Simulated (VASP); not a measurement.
# InP (F-43m) in VASP: a series of runs, part 2 of 2

VASP 6.6.1. Earlier steps stand in the parts before.

## Step 4: Electric field gradients, r2SCAN

Contents of POSCAR:

```
InP
1.0
    0.0000000000      2.9305000000      2.9305000000
    2.9305000000      0.0000000000      2.9305000000
    2.9305000000      2.9305000000      0.0000000000
In P
1 1
Direct
    0.0000000000      0.0000000000      0.0000000000
    0.7500000000      0.7500000000      0.7500000000
```

Contents of INCAR.step1:

```
SYSTEM = InP
PREC = Accurate
ENCUT = 520
ISMEAR = -1
SIGMA = 0.05
LREAL = .FALSE.
LASPH = .TRUE.
NELM = 60
NBANDS = 16
GGA = PE
ALGO = Normal
EDIFF = 1E-4
LWAVE = .TRUE.
LCHARG = .FALSE.
```

Contents of INCAR.step2:

```
SYSTEM = InP
PREC = Accurate
ENCUT = 520
EDIFF = 1E-8
ISMEAR = -1
SIGMA = 0.05
LREAL = .FALSE.
LASPH = .TRUE.
NELM = 60
ALGO = Normal
ISIF = 2
LWAVE = .FALSE.
LCHARG = .FALSE.
METAGGA = R2SCAN
LMIXTAU = .TRUE.
LEFG = .TRUE.
NBANDS = 16
ISTART = 1
```

Contents of KPOINTS:

```
Automatic mesh
0
G
  12 12 12
  0 0 0
```

Potentials or basis: VASP PAW PBE potentials, release 64 (In_d, P).

Started as:

```console
> cat potpaw_PBE.64/In_d/POTCAR potpaw_PBE.64/P/POTCAR > POTCAR
> cp INCAR.step1 INCAR
> mpirun -np 1 vasp_std > vasp.out
> cp INCAR.step2 INCAR
> mpirun -np 1 vasp_std > vasp.out
```

OUTCAR:

```text
SYSTEM = InP
   PREC = Accurate
   ENCUT = 520
   EDIFF = 1E-8
   ISMEAR = -1
   LREAL = .FALSE.
   LASPH = .TRUE.
   NELM = 60
   ISIF = 2
   METAGGA = R2SCAN
   ISTART = 1

 ion  position               nearest neighbor table
   1  0.000  0.000  0.000-   2 2.54   2 2.54   2 2.54   2 2.54
   2  0.750  0.750  0.750-   1 2.54   1 2.54   1 2.54   1 2.54

  LATTYP: Found a face centered cubic cell.
 ALAT       =     5.8610000000

  Lattice vectors:

 A1 = (   0.0000000000,   2.9305000000,   2.9305000000)
 A2 = (   2.9305000000,   0.0000000000,   2.9305000000)
 A3 = (   2.9305000000,   2.9305000000,   0.0000000000)

Analysis of symmetry for initial positions (statically):
=====================================================================
 Subroutine PRICEL returns:
 Original cell was already a primitive cell.

 Routine SETGRP: Setting up the symmetry group for a
 face centered cubic supercell.

 Subroutine GETGRP returns: Found 24 space group operations
 (whereof 24 operations were pure point group operations)
 out of a pool of 48 trial point group operations.

The static configuration has the point symmetry T_d .

Analysis of symmetry for dynamics (positions and initial velocities):
=====================================================================
 Subroutine PRICEL returns:
 Original cell was already a primitive cell.

 Routine SETGRP: Setting up the symmetry group for a
 face centered cubic supercell.

 Subroutine GETGRP returns: Found 24 space group operations
 (whereof 24 operations were pure point group operations)
 out of a pool of 48 trial point group operations.

The dynamic configuration has the point symmetry T_d .
[... 157 lines left out ...]
      3      -9.6428      2.00000
      4      -9.4634      2.00000
      5      -9.4634      2.00000
      6      -6.9894      2.00000
[... 433 lines left out ...]
      3      -9.5818      2.00000
      4      -9.4610      2.00000
      5      -9.4523      2.00000
      6      -5.0004      2.00000
[... 8 lines left out ...]
     15      15.2516      0.00000
     16      16.3771      0.00000

 [... further k-points ...]

------------------------ aborting loop because EDIFF is reached ----------------------------------------

  FORCE on cell =-STRESS in cart. coord.  units (eV):
  Direction    XX          YY          ZZ          XY          YZ          ZX
  --------------------------------------------------------------------------------------
  -------------------------------------------------------------------------------------
  Total        0.4936985      0.4936985      0.4936985      0.0000000      0.0000000      0.0000000
  in kB       15.7151013     15.7151013     15.7151013      0.0000000      0.0000000      0.0000000
  external PRESSURE =      15.7151013 kB  Pullay stress =       0.0000000 kB

 VOLUME and BASIS-vectors are now :
 -----------------------------------------------------------------------------
  energy-cutoff  :      520.00
  volume of cell :       50.33
      direct lattice vectors                 reciprocal lattice vectors
     0.000000000  2.930500000  2.930500000    -0.170619348  0.170619348  0.170619348
     2.930500000  0.000000000  2.930500000     0.170619348 -0.170619348  0.170619348
     2.930500000  2.930500000  0.000000000     0.170619348  0.170619348 -0.170619348

 POSITION                                       TOTAL-FORCE (eV/Angst)
 -----------------------------------------------------------------------------------
      0.00000      0.00000      0.00000        -0.000000     -0.000000     -0.000000
      4.39575      4.39575      4.39575         0.000000      0.000000      0.000000
 -----------------------------------------------------------------------------------
    total drift:                                0.000002      0.000002      0.000002

  FREE ENERGIE OF THE ION-ELECTRON SYSTEM (eV)
  ---------------------------------------------------
  free  energy   TOTEN  =       -32.2931571199 eV

  energy  without entropy=      -32.2931570851  energy(sigma->0) =      -32.29315710

 Electric field gradients (V/A^2)
---------------------------------------------------------------------
 ion       V_xx      V_yy      V_zz      V_xy      V_xz      V_yz
---------------------------------------------------------------------
   1      -0.000    -0.000    -0.000     0.002     0.002     0.002
   2       0.000    -0.000     0.000    -0.000    -0.000    -0.000
---------------------------------------------------------------------

 Electric field gradients after diagonalization (V/A^2)
 (convention: |V_zz| > |V_xx| > |V_yy|)
----------------------------------------------------------------------
 ion       V_xx      V_yy      V_zz     asymmetry (V_yy - V_xx)/ V_zz
----------------------------------------------------------------------
   1      -0.002    -0.002     0.005       0.000
   2       0.000     0.000    -0.000       0.000
----------------------------------------------------------------------

           NMR quadrupolar parameters

 Cq : quadrupolar parameter    Cq=e*Q*V_zz/h
 eta: asymmetry parameters     (V_yy - V_xx)/ V_zz
 Q  : nuclear electric quadrupole moment in mb (millibarn)
----------------------------------------------------------------------
 ion       Cq(MHz)       eta       Q (mb)
----------------------------------------------------------------------
   1       0.000       0.000       1.000
   2      -0.000       0.000       1.000
----------------------------------------------------------------------
```

OUTCAR.step1:

```text
SYSTEM = InP
   PREC = Accurate
   ENCUT = 520
   ISMEAR = -1
   LREAL = .FALSE.
   LASPH = .TRUE.
[... 676 lines left out ...]
      0.00000      0.00000      0.00000         0.000000      0.000000      0.000000
      4.39575      4.39575      4.39575        -0.000000     -0.000000     -0.000000
 -----------------------------------------------------------------------------------
    total drift:                                0.000000      0.000000      0.000000

  FREE ENERGIE OF THE ION-ELECTRON SYSTEM (eV)
  ---------------------------------------------------
  free  energy   TOTEN  =        -8.3828386933 eV

  energy  without entropy=       -8.3828364731  energy(sigma->0) =       -8.38283758
```

OSZICAR.step1:

```text
N       E                     dE             d eps       ncg     rms          rms(c)
DAV:   1     0.112603867302E+03    0.11260E+03   -0.83570E+03  2320   0.125E+03
DAV:   2    -0.125404042354E+01   -0.11386E+03   -0.10841E+03  2616   0.303E+02
DAV:   3    -0.859576245682E+01   -0.73417E+01   -0.73061E+01  2992   0.740E+01
DAV:   4    -0.879477014643E+01   -0.19901E+00   -0.19894E+00  2944   0.133E+01
DAV:   5    -0.880413716659E+01   -0.93670E-02   -0.93668E-02  3416   0.244E+00    0.569E+00
DAV:   6    -0.841092544418E+01    0.39321E+00   -0.61905E-01  3664   0.129E+01    0.342E+00
DAV:   7    -0.838164634104E+01    0.29279E-01   -0.16198E-01  3376   0.321E+00    0.126E+00
DAV:   8    -0.838200440483E+01   -0.35806E-03   -0.15721E-02  2880   0.148E+00    0.328E-01
DAV:   9    -0.838261217989E+01   -0.60778E-03   -0.12974E-03  2928   0.384E-01    0.155E-01
DAV:  10    -0.838276224769E+01   -0.15007E-03   -0.24445E-04  2952   0.212E-01    0.937E-02
DAV:  11    -0.838283869331E+01   -0.76446E-04   -0.13260E-04  2672   0.104E-01
   1 F= -.83828387E+01 E0= -.83828376E+01  d E =-.222025E-05
```

It took 2.2 min on 1 thread of Intel Xeon Platinum 8375C at 2.90GHz (Ice Lake), shared host; peak memory 0.22 GiB.

Results:

```
Free energy            : -32.2932 eV
Pressure               : 1.6 GPa
Band gap on the k mesh : 1.17 eV, direct
```

Caveat: without QUAD_EFG the Cq values of the log hold for a quadrupole moment of 1 mb, not for the nuclei; the PAW data sets were made with another functional, which shifts forces and pressure a little; spin-orbit coupling is left out, which moves the levels of the heavy elements.

## Step 5: Summary

```tsv
level	potentials or basis	gap on the mesh (eV)	pressure (GPa)
LDA	VASP PAW LDA potentials, release 64 (In_d, P)	0.51	-1.2
PBEsol	VASP PAW PBE potentials, release 64 (In_d, P)	0.62	0.6
r2SCAN	VASP PAW PBE potentials, release 64 (In_d, P)	1.17	1.6
```

Alike in all rows: task electric field gradients; no spin polarisation; cell as given; k mesh 12 × 12 × 12; cutoff (eV) 520; smearing fermi-dirac 0.05 eV.

Caveats: spin-orbit coupling is left out, which moves the levels of the heavy elements; the PAW data sets were made with another functional, which shifts forces and pressure a little (some runs).

Total energies depend on the potentials used, so only differences within one code and one set of settings carry meaning.

## Step 6: How close it comes

Step 2. Against the measured gap of InP, 1.4236 eV (direct; 1.6 K; a printed reference work, data compilation), the calculated 0.51 eV is off by -0.91 eV. Spin-orbit coupling on In is left out. The value is that of LDA, without temperature or zero-point motion. Semilocal functionals fall short of measured gaps as a rule.

Step 3. Measured gap of InP: 1.4236 eV (direct; 1.6 K; a printed reference work, data compilation). This calculation gives 0.62 eV (-0.81 eV). Spin-orbit coupling on In is left out. The value is that of PBEsol, without temperature or zero-point motion. Semilocal functionals fall short of measured gaps as a rule.

Step 4. A measured gap of InP is 1.4236 eV (direct; 1.6 K; a printed reference work, data compilation); the calculated 1.17 eV misses it by -0.25 eV. Spin-orbit coupling on In is left out. The value is that of r2SCAN, without temperature or zero-point motion.
